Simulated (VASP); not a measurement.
Here is a VASP 6.6.1 calculation.

run.py

```python
from ase.calculators.vasp import Vasp
from ase.dft.bandgap import bandgap
from ase.io import read

atoms = read('MgO.xyz')
calc = Vasp(
    directory='calc',
    xc='pbe0',
    pp='PBE',
    setups={'base': 'minimal', 'O': '_s'},
    prec='Accurate',
    encut=400,
    ediff=1e-06,
    ismear=0,
    sigma=0.05,
    lreal=False,
    lasph=True,
    nelm=100,
    algo='Normal',
    isif=2,
    lwave=False,
    lcharg=True,
    precfock='Normal',
    hfrcut=-1,
    lelf=True,
    lvhar=True,
    kpts=[6, 6, 6],
    gamma=True,
)
atoms.calc = calc

print('energy (eV):', atoms.get_potential_energy())
print('free energy (eV):', atoms.get_potential_energy(force_consistent=True))
print('forces (eV/A):')
print(atoms.get_forces())
print('stress (eV/A^3, Voigt):', atoms.get_stress())
print('Fermi level (eV):', calc.get_fermi_level())
gap, top, bottom = bandgap(calc)
print('band gap (eV):', gap, 'from (spin, k, band)', top, 'to', bottom)
```

MgO.xyz

```xyz
2
Lattice="0.0000000000 2.0970013927 2.0970013927 2.0970013927 0.0000000000 2.0970013927 2.0970013927 2.0970013927 0.0000000000" Properties=species:S:1:pos:R:3 pbc="T T T"
Mg     0.0000000000      0.0000000000      0.0000000000
O      2.0970013927      2.0970013927      2.0970013927
```

Potentials or basis: VASP PAW PBE potentials, release 64 (Mg, O_s).

The run is started by

```bash
$ python run.py
```

Estimate the pressure.

0.5 GPa.

What does it give for the band gap on the k mesh?

7.32 eV, direct.

Caveat: the k mesh is coarse (spacing up to 0.43 Å⁻¹), so the values aren't converged, least of all with exact exchange; the PAW data sets were made with another functional, which shifts forces and pressure a little.
